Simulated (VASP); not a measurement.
# K (Im-3m) in VASP: notebook

The runs below take K through relaxation of cell and atoms, with PBEsol, LDA, PBE, PBE+D3(BJ).

Program: VASP 6.6.1. These are calculated values, not measurements. Logs are shortened: lines on timing, memory, paths and dates and some standing lists are left out, and cuts for length are marked.

## (1) Starting point

The structure is cubic, space group Im-3m (No. 229). The conventional cell has a = 5.236 Å, b = 5.236 Å, c = 5.236 Å, α = 90.00°, β = 90.00°, γ = 90.00°.

## (2) Relaxation of cell and atoms, PBEsol

File INCAR:

```
SYSTEM = K
PREC = Accurate
ENCUT = 600
EDIFF = 1E-7
ISMEAR = 0
SIGMA = 0.1
LREAL = .False.
LASPH = .True.
NELM = 100
ALGO = Normal
ISIF = 3
LWAVE = .False.
LCHARG = .False.
GGA = PS
IBRION = 2
NSW = 90
EDIFFG = -0.005
```

File KPOINTS:

```
Automatic mesh
0
Gamma
  12 12 12
  0 0 0
```

File POSCAR:

```
K
1.0
   -2.6180000000      2.6180000000      2.6180000000
    2.6180000000     -2.6180000000      2.6180000000
    2.6180000000      2.6180000000     -2.6180000000
K
1
Direct
    0.0000000000      0.0000000000      0.0000000000
```

Potentials or basis: VASP PAW PBE potentials, release 64 (K_sv).

Run with:

```bash
> cat potpaw_PBE.64/K_sv/POTCAR > POTCAR
> mpirun -np 1 vasp_std > vasp.out
```

OUTCAR:

```text
SYSTEM = K
   PREC = Accurate
   ENCUT = 600
   EDIFF = 1E-7
   ISMEAR = 0
   LREAL = .False.
   LASPH = .True.
   NELM = 100
   ISIF = 3
   GGA = PS
   IBRION = 2
   NSW = 90
   EDIFFG = -0.005

 ion  position               nearest neighbor table
   1  0.000  0.000  0.000-

  LATTYP: Found a body centered cubic cell.
 ALAT       =     5.2360000000

  Lattice vectors:

 A1 = (  -2.6180000000,   2.6180000000,   2.6180000000)
 A2 = (   2.6180000000,  -2.6180000000,   2.6180000000)
 A3 = (   2.6180000000,   2.6180000000,  -2.6180000000)

Analysis of symmetry for initial positions (statically):
=====================================================================
 Subroutine PRICEL returns:
 Original cell was already a primitive cell.

 Routine SETGRP: Setting up the symmetry group for a
 body centered cubic supercell.

 Subroutine GETGRP returns: Found 48 space group operations
 (whereof 48 operations were pure point group operations)
 out of a pool of 48 trial point group operations.

The static configuration has the point symmetry O_h .

Analysis of symmetry for dynamics (positions and initial velocities):
=====================================================================
 Subroutine PRICEL returns:
 Original cell was already a primitive cell.

 Routine SETGRP: Setting up the symmetry group for a
 body centered cubic supercell.

 Subroutine GETGRP returns: Found 48 space group operations
 (whereof 48 operations were pure point group operations)
 out of a pool of 48 trial point group operations.

The dynamic configuration has the point symmetry O_h .

 Subroutine INISYM returns: Found 48 space group operations
 (whereof 48 operations are pure point group operations),
 and found     1 'primitive' translations

----------------------------------------------------------------------------------------

                                     Primitive cell

  volume of cell :      71.7743

  direct lattice vectors                    reciprocal lattice vectors
    -2.618000000  2.618000000  2.618000000     0.000000000  0.190985485  0.190985485
     2.618000000 -2.618000000  2.618000000     0.190985485  0.000000000  0.190985485
     2.618000000  2.618000000 -2.618000000     0.190985485  0.190985485  0.000000000

  length of vectors
     4.534509014  4.534509014  4.534509014     0.270094263  0.270094263  0.270094263

  position of ions in fractional coordinates (direct lattice)
     0.000000000  0.000000000  0.000000000

  ion indices of the primitive-cell ions
   primitive index   ion index
                 1           1

----------------------------------------------------------------------------------------

 KPOINTS: Automatic mesh

Automatic generation of k-mesh.
 Grid dimensions read from file:
 generate k-points for:   12   12   12

 Generating k-lattice:

  Cartesian coordinates                     Fractional coordinates (reciprocal lattice)
     0.000000000  0.015915457  0.015915457     0.083333333  0.000000000  0.000000000
     0.015915457  0.000000000  0.015915457     0.000000000  0.083333333  0.000000000
     0.015915457  0.015915457  0.000000000     0.000000000  0.000000000  0.083333333

  Length of vectors
     0.022507855  0.022507855  0.022507855

  Shift w.r.t. Gamma in fractional coordinates (k-lattice)
     0.000000000  0.000000000  0.000000000

 Subroutine IBZKPT returns following result:
 ===========================================

 Found     72 irreducible k-points:

 Following reciprocal coordinates:
            Coordinates               Weight
  0.000000  0.000000  0.000000      1.000000
  0.083333  0.000000  0.000000     12.000000
  0.166667  0.000000  0.000000     12.000000
  0.250000  0.000000  0.000000     12.000000
  0.333333  0.000000  0.000000     12.000000
  0.416667  0.000000  0.000000     12.000000
[... 16 lines left out ...]
  0.333333  0.083333  0.083333     24.000000
  0.416667  0.083333  0.083333     12.000000
 [... further k-points ...]
   k-points           NKPTS =     72   k-points in BZ     NKDIM =     72   number of bands    NBANDS=      8
   number of dos      NEDOS =    301   number of ions     NIONS =      1
   total plane-waves  NPLWV =  46656
   dimension x,y,z NGX =    36 NGY =   36 NGZ =   36
   dimension x,y,z NGXF=    72 NGYF=   72 NGZF=   72
   ions per type =               1
   NGX,Y,Z   is equivalent  to a cutoff of  13.20, 13.20, 13.20 a.u.
   NGXF,Y,Z  is equivalent  to a cutoff of  26.40, 26.40, 26.40 a.u.
 SYSTEM =  K
   PREC   = accura    normal or accurate (medium, high low for compatibility)
   ISTART =      0    job   : 0-new  1-cont  2-samecut
   ICHARG =      2    charge: 1-file 2-atom 10-const
   ISPIN  =      1    spin polarized calculation?
   LNONCOLLINEAR =      F non collinear calculations
   LSORBIT =      F    spin-orbit coupling
   LASPH  =      T    aspherical Exc in radial PAW
   ENCUT  =  600.0 eV  44.10 Ry    6.64 a.u.   9.06  9.06  9.06*2*pi/ulx,y,z
   NELM   =    100;   NELMIN=  2; NELMDL= -5     # of ELM steps
   EDIFF  = 0.1E-06   stopping-criterion for ELM
   LREAL  =      F    real-space projection
   EDIFFG = -.5E-02   stopping-criterion for IOM
   NSW    =     90    number of steps for IOM
   IBRION =      2    ionic relax: 0-MD 1-quasi-New 2-CG
   NFREE  =      1    steps in history (QN), initial steepest desc. (CG)
   ISIF   =      3    stress and relaxation
   ISYM   =      2    0-nonsym 1-usesym 2-fastsym
   POTIM  = 0.5000    time-step for ionic-motion
   TEBEG  =    0.0;   TEEND  =   0.0 temperature during run
   PSTRESS=    0.0 pullay stress
   NELECT =       9.0000    total number of electrons
   NUPDOWN=      -1.0000    fix difference up-down
   EMIN   =  10.00;   EMAX   =-10.00  energy-range for DOS
   EFERMI =   0.00;   METHOD = LEGACY
   ISMEAR =     0;   SIGMA  =   0.10  broadening in eV -4-tet -1-fermi 0-gaus
   EFERMI_NEDOS =   21; number of points for ismear=-14 and -15
   IALGO  =     38    algorithm
   IMIX   =      4    mixing-type and parameters
     AMIX     =   0.40;   BMIX     =  1.00
     AMIX_MAG =   1.60;   BMIX_MAG =  1.00
  volume/ion in A,a.u.               =      71.77       484.36
  Fermi-wavevector in a.u.,A,eV,Ry     =   0.819406  1.548454  9.135317  0.671427
  Thomas-Fermi vector in A             =   1.930206
   LORBIT       =      0    0 simple, 1 ext, 2 COOP (PROOUT), +10 PAW based schemes
   GGA     = PS    functional components
   LHFCALC =     F    Hartree Fock is set to
   AEXX    =    0.0000 exact exchange contribution
   IVDW    =     0    specifies the selected vdW correction
   LEPSILON=     F    determine dielectric tensor
   LRPA    =     F    only Hartree local field effects (RPA)
 conjugate gradient relaxation of ions
 non-spin polarized calculation
 Gauss-broadening in eV      SIGMA  =   0.10
  energy-cutoff  :      600.00
  volume of cell :       71.77
 maximum number of plane-waves:      2454
   NGX = 19   NGY = 19   NGZ = 19

--------------------------------------- Ionic step        1  -------------------------------------------

 number of electron       9.0000001 magnetization

 Free energy of the ion-electron system (eV)
  ---------------------------------------------------
  ext. energy  EPLUGINS =         0.00000000
  ---------------------------------------------------
  free energy    TOTEN  =        -1.13431312 eV

  energy without entropy =       -1.12944155  energy(sigma->0) =       -1.13187734

------------------------ aborting loop because EDIFF is reached ----------------------------------------

  FORCE on cell =-STRESS in cart. coord.  units (eV):
  Direction    XX          YY          ZZ          XY          YZ          ZX
  --------------------------------------------------------------------------------------
  -------------------------------------------------------------------------------------
  Total       -0.0188897     -0.0188897     -0.0188897      0.0000000     -0.0000000      0.0000000
  in kB       -0.4216636     -0.4216636     -0.4216636      0.0000000     -0.0000000      0.0000000
  external PRESSURE =      -0.4216636 kB  Pullay stress =       0.0000000 kB
[... 55 lines left out ...]
  energy  without entropy=       -1.1294911939  energy(sigma->0) =       -1.13192500

--------------------------------------- Ionic step        3  -------------------------------------------

 number of electron       9.0000000 magnetization

 Free energy of the ion-electron system (eV)
  ---------------------------------------------------
  ext. energy  EPLUGINS =         0.00000000
  ---------------------------------------------------
  free energy    TOTEN  =        -1.13442229 eV

  energy without entropy =       -1.12956647  energy(sigma->0) =       -1.13199438

 E-fermi :  -0.1045     XC(G=0):  -5.7853

 val. band max:       -0.1253985718   @ k =   0.2500   0.2500   0.0000
 cond. band min:      -0.0589880580   @ k =   0.3333   0.1667   0.0000
 fundamental gap:      0.0664105138
 Fermi energy:        -0.1045378756

 k-point     1 :       0.0000    0.0000    0.0000
  band No.  band energies     occupation
      1     -32.0615      2.00000
      2     -15.5690      2.00000
      3     -15.5690      2.00000
      4     -15.5690      2.00000
      5      -2.2998      2.00000
      6       4.2395      0.00000
      7       4.2395      0.00000
      8       4.2395      0.00000
[... 243 lines left out ...]
 k-point    24 :       0.4167    0.0833    0.0833
  band No.  band energies     occupation
      1     -32.0564      2.00000
      2     -15.6413      2.00000
      3     -15.5980      2.00000
      4     -15.5739      2.00000
      5       0.5309      0.00000
      6       0.6973      0.00000
      7       2.6951      0.00000
      8       4.6208      0.00000

 [... further k-points ...]

------------------------ aborting loop because EDIFF is reached ----------------------------------------

  FORCE on cell =-STRESS in cart. coord.  units (eV):
  Direction    XX          YY          ZZ          XY          YZ          ZX
  --------------------------------------------------------------------------------------
  -------------------------------------------------------------------------------------
  Total       -0.0006649     -0.0006649     -0.0006649      0.0000000      0.0000000     -0.0000000
  in kB       -0.0150061     -0.0150061     -0.0150061      0.0000000      0.0000000     -0.0000000
  external PRESSURE =      -0.0150061 kB  Pullay stress =       0.0000000 kB
[... 16 lines left out ...]
  FREE ENERGIE OF THE ION-ELECTRON SYSTEM (eV)
  ---------------------------------------------------
  free  energy   TOTEN  =        -1.1344222860 eV

  energy  without entropy=       -1.1295664679  energy(sigma->0) =       -1.13199438

 reached required accuracy - stopping structural energy minimisation
```

Wall time 59 s (1 thread of AMD EPYC 9R45 (Zen 5), shared host); peak memory 0.2 GiB.

Results:

| Item | Value |
| --- | --- |
| Free energy | -1.1344 eV |
| Relaxed volume | 70.99 Å³/atom |
| Relaxed cell | a = 4.518 Å, b = 4.518 Å, c = 4.518 Å, α = 109.47°, β = 109.47°, γ = 109.47° |
| Space group after relaxing (to 0.05 Å) | Im-3m (No. 229) |
| Energy gained by relaxing | 0.1 meV/atom |
| Ionic steps | 3 |
| Pressure after relaxing | 0.0 GPa |
| Band gap on the k mesh | none (metal or under the smearing width) |

Step by step:
```csv
step,energy change (eV),largest force (eV/Å),pressure (GPa),volume (Å³)
1,0.0000,0.0000,-0.04,71.77
2,0.0000,0.0000,-0.03,71.58
3,-0.0001,0.0000,0.00,70.99
```

Final structure:
```xyz
1
Lattice="-2.6085 2.6085 2.6085 2.6085 -2.6085 2.6085 2.6085 2.6085 -2.6085" Properties=species:S:1:pos:R:3 pbc="T T T"
K     0.0000    0.0000    0.0000
```

Caveat: the PAW data sets were made with another functional, which shifts forces and pressure a little.

(Part 1 of 2 ends here.)
